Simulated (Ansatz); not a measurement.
# InP: the cost of one run

Method: DFT PBEsol, scalar-relativistic, plane waves, PAW, in Ansatz 0.2.0.

The COD entry's cell or inner coordinates are ideal or old and differ from later refinements, so a difference from it is no clean test against experiment.

## 1. The starting structure

It takes space group F-43m (No. 216, cubic). The conventional cell has a = 5.861 Å, b = 5.861 Å, c = 5.861 Å, α = 90.00°, β = 90.00°, γ = 90.00°. Around In (site symmetry -43m) lie 4 P at 2.54 Å. P (site symmetry -43m) has 4 In at 2.54 Å as nearest neighbours.

As a file:

```
In P
1.0
     0.00000    2.93050    2.93050
     2.93050    0.00000    2.93050
     2.93050    2.93050    0.00000
In P
1 1
Direct
  0.00000 0.00000 0.00000
  0.25000 0.25000 0.25000
```

The structure rests on an entry of the Crystallography Open Database; cell or positions may have been set otherwise for this series.

## 2. Relaxing cell and atoms: InP, no spin

The input, input.yaml:

```yaml
crystal:
  lattice:
    - [0.0, 2.9305, 2.9305]
    - [2.9305, 0.0, 2.9305]
    - [2.9305, 2.9305, 0.0]
  atoms:
    - { symbol: In, position: [0.0, 0.0, 0.0] }
    - { symbol: P, position: [0.25, 0.25, 0.25] }
scf:
  occupations: { method: fixed }
output:
  forces: true
  stress: true
  eigenvalues: true
  write_density: true
  write_potential: true
  elf: true
  volumetric_format: npy
hamiltonian:
  xc: pbesol
relax:
  f_tol: 0.001
  max_steps: 60
  cell: { stress_tol: 0.03 }
kpoints:
  mp_grid: { grid: [10, 10, 10] }
```

The run is started by

```bash
> ansatz run input.yaml --threads 8 --pin off --max-ram 20480MiB --backend cpu --events-out ev --progress --plain --runs-dir out
```

Q: Estimate wall time and peak memory on 8 threads of Arm Neoverse N1, shared host.

About 4.5 s, with a peak of 0.41 GiB.
